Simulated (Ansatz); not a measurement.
## GdN in the PbO-type structure

Method: PBE, scalar-relativistic; collinear spin; PAW, 420 eV, 8×8×10 k-mesh, Gaussian smearing of 0.05 eV; code Ansatz; PAW files: Ansatz's generated set soft_2.

```
Gd N
1.0
     4.29352    0.00000    0.00000
     0.00000    4.29352    0.00000
     0.00000    0.00000    3.56729
Gd N
2 2
Direct
  0.50000 0.00000 0.24868
  0.00000 0.50000 0.75132
  0.00000 0.00000 0.00000
  0.50000 0.50000 0.00000
```

This is a trial structure; measured cells of the compound in the Crystallography Open Database are in space group Fm-3m (rock salt).

Magnetic state: antiferromagnetic, site spin moments Gd 6.75, -6.75 μB.

The run above is the reference. The same cell was run again with other input settings; several of them aren't fit for production, so the rows show the settings' effect and aren't properties of the material.

```tsv
keys changed	outcome	ΔE (meV/atom)	P (GPa)	gap on the mesh (eV)	cell moment (μB)	largest force component (eV/Å)	SCF iterations	rough core-seconds	new warnings
none (reference)	converged	0.0	0.0	0.91	0.00	0.003	–	–	–
kpoints.mp_grid.shift: [0.5, 0.5, 0.5]	converged	0.0	0.0	1.14	0.00	0.003	11	30	–
basis.ecutwfc: 420 → "600 eV"; scf.n_extra_bands: 32; hamiltonian.dispersion: "d4"	converged	–	-3.4	0.91	0.00	0.052	10	110	–
basis.ecutwfc: 420 → "300 eV"	converged	248.2	0.3	0.91	0.00	0.024	11	50	cutoff below recommended
```

ΔE is the energy with the smearing extrapolated to zero. It is left out where the change alters the Hamiltonian or the spin treatment. The varied runs start from atomic densities (corrected by the program's trained start where that serves), with the default search for lower states unless a row changes it, while the reference went on from a saved state, so a magnet may end in another state whatever the setting.

(1) What happens with these changes: basis.ecutwfc: 420 → "450 eV"?

(2) What happens with these changes: scf.convergence.dr2_threshold: 1e-11; hamiltonian.xc: "pbe" → "rpbe"?

Answers:

(1) outcome converged, ΔE (meV/atom) -2.0, P (GPa) 0.0, gap on the mesh (eV) 0.91, cell moment (μB) 0.00, largest force component (eV/Å) 0.004, SCF iterations 9, rough core-seconds 70.

(2) outcome converged, P (GPa) 3.1, gap on the mesh (eV) 0.99, cell moment (μB) 0.00, largest force component (eV/Å) 0.083, SCF iterations 15, rough core-seconds 70.

The pair part of a dispersion correction pulls inward (a three-body part mostly pushes out), and in metals and ionic crystals with large ions it often overbinds.

2 further runs (cut off, refused for memory, with changed atoms or starts, or in doubt) are left out.

Of the reference: Semilocal functionals without a U place occupied f levels too high and empty ones too low, so gaps that touch them come out too small. No spin–orbit coupling, a notable omission for heavy elements. The run wasn't fully tested for a lower electronic state. Site moments are of spin, integrated over atomic spheres.
